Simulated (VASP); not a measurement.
Here is a VASP 6.6.1 calculation.

POSCAR

```
CrO2
1.0
    0.0000000000      2.3830650000      2.3830650000
    2.3830650000      0.0000000000      2.3830650000
    2.3830650000      2.3830650000      0.0000000000
Cr O
1 2
Direct
    0.0000000000      0.0000000000      0.0000000000
    0.2500000000      0.2500000000      0.2500000000
    0.7500000000      0.7500000000      0.7500000000
```

Contents of INCAR.step1:

```
PREC     = Accurate       # precision mode
ENCUT    = 520            # plane-wave cutoff, eV
EDIFF    = 1E-5           # SCF threshold, eV
ISMEAR   = -1             # smearing method
SIGMA    = 0.05           # smearing width, eV
LREAL    = F              # projectors in reciprocal space
LASPH    = T              # aspherical terms in the spheres
NELM     = 150            # most SCF steps
ALGO     = Normal         # electronic algorithm
ISIF     = 2              # what is computed and relaxed
LWAVE    = T              # write WAVECAR
ISPIN    = 2              # spin polarisation
MAGMOM   = 3 0 0          # initial moments
LORBIT   = 11             # projections on sites
LMAXMIX  = 4              # l up to which the mixer works
GGA      = PE             # functional
```

File INCAR.step2:

```
PREC     = Accurate       # precision mode
ENCUT    = 520            # plane-wave cutoff, eV
EDIFF    = 1E-7           # SCF threshold, eV
ISMEAR   = -1             # smearing method
SIGMA    = 0.05           # smearing width, eV
LREAL    = F              # projectors in reciprocal space
LASPH    = T              # aspherical terms in the spheres
NELM     = 150            # most SCF steps
ALGO     = Normal         # electronic algorithm
ISIF     = 2              # what is computed and relaxed
LWAVE    = F              # write WAVECAR
LCHARG   = F              # write CHGCAR
ISPIN    = 2              # spin polarisation
MAGMOM   = 3 0 0          # initial moments
LORBIT   = 11             # projections on sites
LMAXMIX  = 4              # l up to which the mixer works
GGA      = PE             # functional
LHFCALC  = T              # exact exchange
AEXX     = 0.15           # exact-exchange fraction
PRECFOCK = Fast         
HFRCUT   = -1           
ISTART   = 1
```

Contents of KPOINTS:

```
regular mesh
0
Gamma
  5 5 5
```

Potentials or basis: VASP PAW PBE potentials, release 64 (Cr_pv, O).

Run with:

```sh
$ cat potpaw_PBE.64/Cr_pv/POTCAR potpaw_PBE.64/O/POTCAR > POTCAR
$ cp INCAR.step1 INCAR
$ mpirun -np 1 vasp_std > vasp.out
$ cp INCAR.step2 INCAR
$ mpirun -np 1 vasp_std > vasp.out
```

**Question.** Estimate the band gap on the k mesh.

**Answer.** 1.45 eV, direct.

**Question.** What does it give for the pressure?

**Answer.** -14.1 GPa.

**Question.** What does it give for the site moments?

**Answer.** Cr +2.31; O -0.17 μB.

Caveat: the k mesh is coarse (spacing up to 0.46 Å⁻¹), so the values aren't converged, least of all with exact exchange; the PAW data sets were made with another functional, which shifts forces and pressure a little; an odd mesh through Γ misses points on the zone boundary, where band edges often lie; a cell with one magnetic atom can't hold antiferromagnetic order, which such compounds often take.
